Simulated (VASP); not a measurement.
Write the native input for VASP 6.6.1 that does the following.

- Task: single point
- Functional: PBEsol
- Potentials or basis: VASP PAW PBE potentials, release 64 (Zr_sv, C)
- Cutoff: 520 eV
- k mesh: 18 × 18 × 18
- Occupations: gaussian, width 0.15 eV
- Spin: no spin polarisation
- Dipole correction: no
- Further INCAR settings: ALGO = Fast; EDIFF = 1e-06; NBANDS = 15

The structure of ZrC lies in POSCAR:

```
ZrC
1.0
    0.0000000000      2.3502100000      2.3502100000
    2.3502100000      0.0000000000      2.3502100000
    2.3502100000      2.3502100000      0.0000000000
Zr C
1 1
Direct
    0.5000000000      0.5000000000      0.5000000000
    0.0159560210      0.0159560210     -0.0159560210
```

The cell isn't the ideal one: all C atoms moved +0.075 Å, as atom 2 along Cartesian [0 0 1].

These files were run (other wordings do the same):

INCAR

```
SYSTEM = ZrC
  ALGO = Fast
  EDIFF = 1E-6
  ENCUT = 520
  GGA = PS
  ISIF = 2
  ISMEAR = 0
  LASPH = .True.
  LCHARG = .False.
  LREAL = .False.
  LWAVE = .False.
  NBANDS = 15
  NELM = 60
  PREC = Accurate
  SIGMA = 0.15
```

KPOINTS

```
k-points
0
Gamma
  18 18 18
  0 0 0
```

Potentials or basis: VASP PAW PBE potentials, release 64 (Zr_sv, C).

Launch:

```bash
$ cat potpaw_PBE.64/Zr_sv/POTCAR potpaw_PBE.64/C/POTCAR > POTCAR
$ mpirun -np 1 vasp_std > vasp.out
```

Results of the run:

```json
{"Pressure": "-3.8 GPa", "Largest force": "0.519 eV/Å", "Band gap on the k mesh": "none (metal or under the smearing width)"}
```

Caveat: the PAW data sets were made with another functional, which shifts forces and pressure a little.

It took 4.6 min on 1 thread of Intel(R) Xeon(R) Platinum 8375C CPU @ 2.90GHz (Ice Lake), with other jobs on the host, peak memory 0.31 GiB.
